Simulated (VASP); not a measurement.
A run of VASP 6.6.1 is set up as follows.

The input INCAR:

```
SYSTEM = GaAs
  ALGO = Fast
  EDIFF = 1E-8
  ENCUT = 600
  IBRION = 8
  ISIF = 2
  ISMEAR = 0
  LASPH = .TRUE.
  LCHARG = .FALSE.
  LEPSILON = .TRUE.
  LREAL = .FALSE.
  LWAVE = .FALSE.
  NELM = 80
  NSW = 1
  PREC = Accurate
  SIGMA = 0.02
```

File KPOINTS:

```
k-points
0
G
  4 4 4
  0 0 0
```

The input POSCAR:

```
GaAs
1.0
    0.0000000000      2.8052200000      2.8052200000
    2.8052200000      0.0000000000      2.8052200000
    2.8052200000      2.8052200000      0.0000000000
Ga As
1 1
Direct
    0.0000000000      0.0000000000      0.0000000000
    0.7500000000      0.7500000000      0.7500000000
```

Potentials or basis: VASP PAW LDA potentials, release 64 (Ga_d, As).

Run with:

```sh
$ cat potpaw_LDA.64/Ga_d/POTCAR potpaw_LDA.64/As/POTCAR > POTCAR
$ mpirun -np 1 vasp_std > vasp.out
```

Task: Predict the electronic dielectric tensor (diagonal).

Result: 166.13.

Task: Estimate the Born charges (mean of the diagonal).

Result: Ga +3.75; As -3.75 e.

Task: Predict the highest phonon frequency at Γ, LO-TO splitting left out.

Result: 272 cm⁻¹.

Task: Estimate the band gap on the k mesh.

Result: 0.49 eV, direct.

Phonon frequencies in cm⁻¹ (negative: imaginary):
| q point | frequencies |
| --- | --- |
| (0.000, 0.000, 0.000) | 0 0 0 272 272 272 |

Caveat: the k mesh is coarse (spacing up to 0.48 Å⁻¹), so the values aren't converged; the gap is small at this level, which inflates the dielectric constant. A hybrid or GW would open this gap; LDA tends to underestimate it.
